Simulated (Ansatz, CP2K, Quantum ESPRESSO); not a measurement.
Equation of state of AgCl under PBEsol

```
CELL_PARAMETERS angstrom
3.86787 0.00000 0.00000
1.93394 3.34968 0.00000
1.93394 1.11656 3.15811
ATOMIC_POSITIONS crystal
Ag 0.00000 0.00000 0.00000
Cl 0.50000 0.50000 0.50000
```

The cell was scaled at fixed shape and fractions and run with CP2K, POTENTIAL_UZH Ag GTH-PBE-q11, Cl GTH-PBE-q7; TZVP-MOLOPT-PBE-GTH basis; PBEsol, k mesh 8 × 8 × 8 on the cell of 2 atoms, fermi-dirac occupations of 0.1 eV, no spin polarisation, no spin-orbit coupling. The potentials were made for PBE. Energies are those that the program minimises, any entropy of the smearing included.

| V (Å³/atom) | energy over the lowest row (meV/atom) |
| --- | --- |
| 19.2309 | 11.928 |
| 19.6401 | 4.497 |
| 20.0492 | 0.665 |
| 20.4584 | 0.000 |
| 20.8676 | ? |
| 21.2768 | 6.714 |
| 21.6859 | 13.460 |

Q: Fit the third-order Birch-Murnaghan form, give V0, B0 and B′, and predict the energy left open.

A: With y = (V0/V)^(2/3), E = E0 + (9 V0 B0/16) [(y - 1)³ B′ + (y - 1)² (6 - 4y)]. Least squares through the rows shown give V0 = 20.3444 Å³/atom, E0 = -0.110 meV, B0 = 56.23 GPa (1 eV/Å³ = 160.218 GPa) and B′ = 5.31, with a largest miss of 0.002 meV. At V = 20.8676 the form with these constants gives 2.128 meV; the run gave 2.127 meV an atom. Other set-ups at this level, from all their volumes (Å³/atom, GPa): Ansatz, all-electron LAPW, scalar-relativistic: V0 20.210, B0 56.59; Quantum ESPRESSO, PseudoDojo 0.4.1 SR PBEsol standard: V0 20.207, B0 56.7. Measured volume: 21.36 Å³/atom at 299.15 K (a printed reference work), so the fit lies -4.8 % from it. The runs are for a static lattice.
